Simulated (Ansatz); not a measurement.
This cell of LiI (rock salt) is off equilibrium:

```
LiI
1.0
    0.00000     2.95164     2.95164
    2.95164     0.00000     2.95164
    2.95164     2.95164     0.00000
I Li
1 1
Cartesian
  0.00000   0.00000   0.00000
  2.47964   2.95164   2.95164
```

All values below come from PBEsol (plane waves to 420 eV, PAW, scalar-relativistic; Ansatz, an electronic-structure program). k mesh 8×8×8 (Γ-centred), Fermi-Dirac smearing 0.05 eV. E stands for the smeared free energy. Stress and pressure are positive under compression. LiI was relaxed with its symmetry unable to fall. Spin-orbit coupling is left out, though I is heavy.

Problem. Predict the force on every atom, in eV/Å.

Solution. 
```tsv
atom	Fx	Fy	Fz
I1	-0.773	0.000	0.000
Li2	0.773	0.000	0.000
```

Problem. Give the stress tensor in GPa and the pressure.

Solution. 
```
   5.82     0.00     0.00
   0.00    -0.37     0.00
   0.00     0.00    -0.37
```
The pressure, a third of the trace, is 1.69 GPa.

Problem. In it atom 2 sits (-0.472, 0.000, 0.000) Å away from its relaxed site. What is its energy relative to the relaxed cell?

Solution. 123.4 meV/cell.

(For displaced atoms, the force is minus the slope of the energy, and its curvature is a force constant, which sets phonon frequencies.)
